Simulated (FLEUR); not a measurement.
## CuAu in FLEUR: convergence with Kmax

Input of the first run (Kmax 2.6); the others differ in this setting and in those tied to it:

File inp.xml:

```xml
<?xml version="1.0" encoding="UTF-8" standalone="no"?>
<fleurInput fleurInputVersion="0.39">
   <comment>
      CuAu                                                                                                
   </comment>
   <calculationSetup>
      <cutoffs Kmax="2.6" Gmax="16.5" GmaxXC="16.5" numbands="0"/>
      <scfLoop itmax="60" minDistance="0.00001" maxIterBroyd="15" imix="Anderson" alpha="0.05" precondParam="0.0" spinf="2.0" sdNocoIR="T"/>
      <coreElectrons ctail="T" frcor="F" kcrel="0" coretail_lmax="0"/>
      <xcFunctional name="pbe" relativisticCorrections="F"/>
      <magnetism jspins="1"/>
      <soc l_soc="F" theta="0.0" phi="0.0" spav="F"/>
      <expertModes spex="0" secvar="F"/>
      <geometryOptimization l_f="T" forcealpha="1.0" forcemix="BFGS" epsdisp="0.0005" epsforce="0.0002"/>
      <ldaU l_linMix="F" mixParam="0.05" spinf="1.0"/>
   </calculationSetup>
   <cell>
      <bzIntegration valenceElectrons="38.0" mode="hist" fermiSmearingEnergy="0.00183747">
         <kPointListSelection listName="default-1"/>
         <!-- k-points included here -->
         <xi:include xmlns:xi="http://www.w3.org/2001/XInclude" href="kpts.xml"> </xi:include>
      </bzIntegration>
      <!-- symmetry operations included here -->
      <xi:include xmlns:xi="http://www.w3.org/2001/XInclude" href="sym.xml"> </xi:include>
      <bulkLattice scale="1.0">
         <bravaisMatrix>
            <row-1>    5.3115466751966567     0.0000000000000000     0.0000000000000000</row-1>
            <row-2>    0.0000000000000000     5.3115466751966567     0.0000000000000000</row-2>
            <row-3>    0.0000000000000000     0.0000000000000000     6.9636407691509996</row-3>
         </bravaisMatrix>
      </bulkLattice>
   </cell>
   <atomSpecies>
      <species name="Gold (Au)" element="Au" atomicNumber="79">
         <mtSphere radius="2.35" gridPoints="783" logIncrement="0.017"/>
         <atomicCutoffs lmax="9" lnonsphr="9"/>
         <electronConfig flipSpins="F">
            <coreConfig>(1s1/2) (2s1/2) (2p1/2) (2p3/2) (3s1/2) (3p1/2) (3p3/2) (4s1/2) (3d3/2) (3d5/2) (4p1/2) (4p3/2) (4d3/2) (4d5/2) (4f5/2) (4f7/2)</coreConfig>
            <valenceConfig>(5s1/2) (5p1/2) (5p3/2) (6s1/2) (5d3/2) (5d5/2)</valenceConfig>
            <stateOccupation state="(6s1/2)" spinUp="0.500000" spinDown="0.500000"/>
         </electronConfig>
         <energyParameters s="6" p="6" d="5" f="5"/>
         <lo type="SCLO" l="0" n="5" eDeriv="0"/>
         <lo type="SCLO" l="1" n="5" eDeriv="0"/>
         <lo type="SCLO" l="1" n="5" eDeriv="1"/>
         <lo type="SCLO" l="2" n="5" eDeriv="2"/>
         <lo type="SCLO" l="3" n="5" eDeriv="2"/>
      </species>
      <species name="Copper (Cu)" element="Cu" atomicNumber="29">
         <mtSphere radius="2.35" gridPoints="783" logIncrement="0.016"/>
         <atomicCutoffs lmax="9" lnonsphr="9"/>
         <electronConfig flipSpins="F">
            <coreConfig>(1s1/2) (2s1/2) (2p1/2) (2p3/2)</coreConfig>
            <valenceConfig>(3s1/2) (3p1/2) (3p3/2) (4s1/2) (3d3/2) (3d5/2)</valenceConfig>
            <stateOccupation state="(4s1/2)" spinUp="0.500000" spinDown="0.500000"/>
         </electronConfig>
         <energyParameters s="4" p="4" d="3" f="4"/>
         <lo type="SCLO" l="0" n="3" eDeriv="0"/>
         <lo type="SCLO" l="1" n="3" eDeriv="0"/>
         <lo type="SCLO" l="1" n="3" eDeriv="1"/>
         <lo type="SCLO" l="2" n="3" eDeriv="2"/>
         <lo type="SCLO" l="3" n="4" eDeriv="2"/>
      </species>
   </atomSpecies>
   <atomGroups>
      <atomGroup species="Gold (Au)">
         <relPos label="                   1">.0000000000 .0000000000 .0000000000</relPos>
         <force calculate="T" relaxXYZ="TTT"/>
      </atomGroup>
      <atomGroup species="Copper (Cu)">
         <relPos label="                   2">1.000/2.000 1.000/2.000 1.000/2.000</relPos>
         <force calculate="T" relaxXYZ="TTT"/>
      </atomGroup>
   </atomGroups>
   <output dos="F" band="F" slice="F">
      <checks vchk="F" cdinf="F"/>
      <bandDOS minEnergy="-.5*Htr" maxEnergy="0.5*Htr" sigma="0.015" storeEVData="T"/>
      <vacuumDOS vacdos="F" integ="F" star="F" nstars="0" locx1="0.0" locy1="0.0" locx2="0.0" locy2="0.0" nstm="0" tworkf="0.0"/>
      <unfoldingBand unfoldBand="F" supercellX="1" supercellY="1" supercellZ="1"/>
      <plotting iplot="0" polar="F">
         <plot TwoD="T" vec1="  1.0  0.0  0.0" vec2="  0.0  1.0  0.0" vec3="  0.0  0.0  1.0" zero="  0.0  0.0  0.0" file="plot"/>
      </plotting>
      <chargeDensitySlicing numkpt="0" minEigenval="0.0" maxEigenval="0.0" nnne="0" pallst="F"/>
      <specialOutput eonly="F"/>
      <moessbauerParams electricFieldGradient="T" isomerShift="T" coreHyperfine="T" valenceHyperfine="T"/>
      <magneticCircularDichroism mcd="F" energyLo="-10.0" energyUp="0.0"/>
   </output>
  <!-- We include the file relax.xml here to enable relaxations (see documentation) -->
  <xi:include xmlns:xi="http://www.w3.org/2001/XInclude" href="relax.xml"> <xi:fallback/> </xi:include>
</fleurInput>
```

The input crystal.txt:

```
CuAu
&input cartesian=F /
2.8107494552  0.0000000000  0.0000000000
0.0000000000  2.8107494552  0.0000000000
0.0000000000  0.0000000000  3.6850000000
1.8897261246
1.0 1.0 1.0

2
79 0.0000000000  0.0000000000  0.0000000000
29 0.5000000000  0.5000000000  0.5000000000

&kpt div1=7 div2=7 div3=6 gamma=T /
```

Potentials or basis: all-electron, FLAPW.

Run with:

```bash
$ inpgen -f crystal.txt -profile fastHighL
$ # inp.xml edited to the form shown
$ fleur_MPI
```

Hardware: 1 thread of Arm Neoverse V2, with other jobs on the host.

Problem. The values tried are 2.6, 3, 3.4, 3.8, 4.2, 4.6, 5, 5.5, loosest first. From which on does the energy stay within 1 meV/atom of the tightest run that finished?

Solution. From 5 on.

```tsv
Kmax	energy less the tightest run, at zero smearing (meV/atom)	SCF cycles	CPU time (s)	peak memory (GiB)
2.6	2499.56	20	37	0.06
3	693.36	21	42	0.06
3.4	161.49	21	48	0.06
3.8	36.88	21	54	0.06
4.2	7.92	20	61	0.07
4.6	1.68	20	77	0.07
5	0.34	20	90	0.07
5.5	0.00	20	130	0.07
```

The tightest run that finished is the yardstick and may itself not be fully converged.

Spin-orbit coupling is left out, which matters for the levels of Au.
